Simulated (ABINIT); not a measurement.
MgO: single point with PBEsol

MgO:

```
CELL_PARAMETERS angstrom
0.00000 2.09700 2.09700
2.09700 0.00000 2.09700
2.09700 2.09700 0.00000
ATOMIC_POSITIONS crystal
Mg 0.00000 0.00000 0.00000
O 0.50000 0.50000 0.50000
```

The cell is a database's computed one.

```yaml
Program: ABINIT 10.8.3 (patched build)
Task: single point
Functional: PBEsol
Potentials_or_basis: JTH PAW PBE v2.0
Cutoff: 626 eV
k_mesh: 4 × 4 × 4
Occupations: fermi-dirac, width 0.05 eV
Spin: no spin polarisation
Fine-grid_cutoff: 1224.51 eV
Exchange_and_correlation_inside_the_PAW_spheres: full angular mesh (pawxcdev 0, this build's default; the released program takes 1)
```

```json
{
  "Pressure": "2.7 GPa",
  "Band gap on the k mesh": "4.75 eV, direct",
  "Valence electrons inside the program's atomic spheres": "Mg 8.30; O 4.58"
}
```

Levels at points of the mesh, in eV from the valence-band top:
```tsv
k point	band 4	band 5	band 6	band 7	band 8	band 9	band 10	band 11	band 12
(0.00, 0.00, 0.00)	-38.67	-17.26	0.00	0.00	0.00	4.75	15.68	15.68	15.68
(0.50, 0.00, 0.00)	-38.68	-15.88	-4.74	-0.68	-0.68	7.81	12.66	16.31	16.31
(0.50, 0.50, 0.00)	-38.70	-15.66	-4.17	-1.38	-1.38	8.92	10.00	13.11	19.08
```

Wall time 9.3 s on 1 thread of Arm Neoverse V1, on a shared host, peak memory 0.11 GiB.

Caveat: the k mesh is coarse (spacing up to 0.65 Å⁻¹), so the values aren't converged; the PAW data sets were made with another functional, which shifts forces and pressure a little. As with any semilocal functional, this PBEsol gap is likely too small.
